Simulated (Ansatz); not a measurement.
PbSe (Clausthalite) under changes of volume

One of the cells (29.244 Å³/atom); the others are scaled copies at fixed shape and fractional positions:

```
CELL_PARAMETERS angstrom
0.00000 3.08092 3.08092
3.08092 0.00000 3.08092
3.08092 3.08092 0.00000
ATOMIC_POSITIONS crystal
Pb 0.00000 0.00000 0.00000
Se 0.50000 0.50000 0.50000
```

```yaml
Program: Ansatz 0.2.0
Functional: revPBE0
Potentials_or_basis: Ansatz PAW
Cutoff: "420 eV (not typed: the program's choice for these potentials)"
k_mesh: 4 × 4 × 4
Occupations: fermi-dirac, width 0.05 eV
Spin: no spin polarisation
```

```tsv
volume (Å³/atom)	energy over the lowest point (meV/atom)	pressure (GPa)	gap on the mesh (eV)
27.524	35.40	5.0	1.17
28.097	20.03	3.6	1.26
28.671	9.30	2.4	1.34
29.244	2.77	1.3	1.42
29.818	0.00	0.3	1.49
30.391	?	?	?
```

What does the run at 30.391 Å³/atom give?

Energy over the lowest point 0.66 meV/atom; pressure -0.6 GPa; gap on the mesh 1.56 eV.

Worked out: A Birch-Murnaghan fit of order 3 (a polynomial in V^(-2/3)) to the other rows has its minimum at 29.99 Å³/atom, just outside them, with B0 = V·E''(V) = 48 GPa and B' = 4.5. It gives 0.62 meV/atom at 30.391 Å³/atom, against the run's 0.66, and -dE/dV = -0.6 GPa, against -0.6. A straight line through the other rows of the gap, of slope 4 eV per unit of ln V (its deformation potential), extrapolates to 1.57 eV, against the run's 1.56.

Energies are extrapolated to zero smearing.

Caveats: all runs use coarse meshes; spin-orbit coupling is left out, which as a rule narrows the gap of such compounds by several tenths of an eV; the PAW data sets come from PBE, with cores solved anew for the run's functional, which leaves a small shift of forces and pressure; the thresholds are loose for stress.

A mesh can miss the band edges.
